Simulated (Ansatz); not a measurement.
W:

```
W
1.0
     0.00000    2.03000    2.03000
     2.03000    0.00000    2.03000
     2.03000    2.03000    0.00000
W
1
Direct
  0.00000 0.00000 0.00000
```

This isn't the form of W at room conditions, which is bcc.

```yaml
Program: Ansatz 0.2.0
Task: relaxation of cell and atoms
Functional: BLYP
Potentials_or_basis: Ansatz PAW
Cutoff: "420 eV (not typed: the program's choice for these potentials)"
k_mesh: 11 × 11 × 11
Occupations: fermi-dirac, width 0.05 eV
Spin: no spin polarisation
```

At the start: volume 16.73 Å³/atom.

Q: How do energy, volume and symmetry change on relaxing?

A: It ends after 4 steps and the volume is 17.03 Å³/atom (+1.8 %); space group Fm-3m (No. 225, to 0.05 Å).

Step by step:
```tsv
step	energy change (eV)	largest force (eV/Å)	volume (Å³)
1	0.0000	0.0000	16.73
2	-0.0042	0.0000	17.05
3	-0.0043	0.0000	17.03
4	-0.0044	0.0000	17.03
```

Final structure:
```
CELL_PARAMETERS angstrom
0.00000 2.04191 2.04191
2.04191 0.00000 2.04191
2.04191 2.04191 0.00000
ATOMIC_POSITIONS crystal
W 0.00000 0.00000 0.00000
```

Caveat: the plane-wave basis is chosen anew once the cell has moved, so the energies of steps on either side of that aren't comparable; the PAW data sets come from PBE, with cores solved anew for the run's functional, which leaves a small shift of forces and pressure.
